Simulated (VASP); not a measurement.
**GaAs in VASP: how settings move the PBE single point**

The PBE single point of GaAs in the zincblende structure, under +1.5 % equal strain in all directions is repeated with altered inputs. Which of them can be trusted?

The runs shown are made with VASP 6.6.1. PAW datasets, plane waves. No spin polarisation and no zero-point or thermal motion.

## Step 1: The cell

The cell comes from an earlier relaxation with r2SCAN in another program.

Space group F-43m (No. 216), cubic; a = 5.751 Å in the conventional setting, 23.78 Å³ an atom. Around Ga lie 4 As at 2.49 Å; around As lie 4 Ga at 2.49 Å.

The structure in full:

```cif
data_structure
_symmetry_space_group_name_H-M 'P 1'
_symmetry_Int_Tables_number 1
_cell_length_a 4.0667
_cell_length_b 4.0667
_cell_length_c 4.0667
_cell_angle_alpha 60.000
_cell_angle_beta 60.000
_cell_angle_gamma 60.000
_cell_volume 47.56
loop_
_atom_site_label
_atom_site_type_symbol
_atom_site_fract_x
_atom_site_fract_y
_atom_site_fract_z
_atom_site_occupancy
Ga1 Ga 0.00000 0.00000 0.00000 1
As1 As 0.25000 0.25000 0.25000 1
```

## Step 2: The reference run

INCAR

```
ENCUT = 520.000000
SIGMA = 0.020000
EDIFF = 1.00e-07
GGA = PE
PREC = Accurate
IBRION = -1
ISIF = 2
ISMEAR = -1
NBANDS = 16
NELM = 120
NSW = 0
LASPH = .TRUE.
LCHARG = .FALSE.
LWAVE = .FALSE.
LREAL = .FALSE.
```

KPOINTS

```
KPOINTS created by Atomic Simulation Environment
0
Gamma
8 8 8
0 0 0
```

POSCAR

```
Ga As
 1.0000000000000000
     0.0000000000000000    2.8755813722000001    2.8755813722000001
     2.8755813722000001    0.0000000000000000    2.8755813722000001
     2.8755813722000001    2.8755813722000001    0.0000000000000000
 Ga  As
   1   1
Cartesian
  0.0000000000000000  0.0000000000000000  0.0000000000000000
  1.4377906860999998  1.4377906860999998  1.4377906860999998
```

A file KPOINTS_OPT adds named points for the levels; it doesn't enter the self-consistent loop.

Potentials: the recommended PBE PAW datasets, 18 valence electrons.

Run with:

```sh
$ mpirun -np 1 vasp_std
```

## Step 3: Altered input 1

INCAR, as its differences from that of step 2:

```diff
@@ -1,2 +1 @@
-ENCUT = 520.000000
 SIGMA = 0.020000
@@ -15 +14,3 @@
 LREAL = .FALSE.
+ENCUT = 300
+ALGO = Conjugate
```

KPOINTS is that of step 2.

POSCAR is that of step 2.

## Step 4: Altered input 2

INCAR, as its differences from that of step 2:

```diff
@@ -9,3 +9,2 @@
 NBANDS = 16
-NELM = 120
 NSW = 0
@@ -15 +14,3 @@
 LREAL = .FALSE.
+ISYM = 1
+NELM = 79
```

KPOINTS is that of step 2.

POSCAR is that of step 2.

## Step 5: Altered input 3

INCAR, as its differences from that of step 2:

```diff
@@ -14,2 +14,2 @@
 LWAVE = .FALSE.
-LREAL = .FALSE.
+LREAL = Auto
```

KPOINTS is that of step 2.

POSCAR is that of step 2.

Before running it: what results should come out? Wanted: for each run, changed; ending; energy change; pressure; electronic steps; usable.

The runs gave:

| run | changed | ending | energy change (meV/atom) | pressure (GPa) | gap on the mesh (eV; negative: overlap) | electronic steps | time | usable |
| --- | --- | --- | --- | --- | --- | --- | --- | --- |
| ref. | – | converged | 0 | 0.0 | 0.14 | 14 | 22 s | yes |
| 1 | ENCUT = 300, ALGO = Conjugate | converged | -0.3 | -0.1 | 0.14 | 16 | 11 s | yes |
| 2 | ISYM = 1, NELM = 79 | converged | 0.0 | 0.0 | 0.14 | 14 | 24 s | yes |
| 3 | LREAL = Auto | converged | -0.6 | -0.1 | 0.14 | 14 | 35 s | yes |

**Reading.** Of 3 altered inputs, 3 gave usable results. Among the usable ones with comparable energies, «LREAL = Auto» moves the energy most, by -0.6 meV/atom.
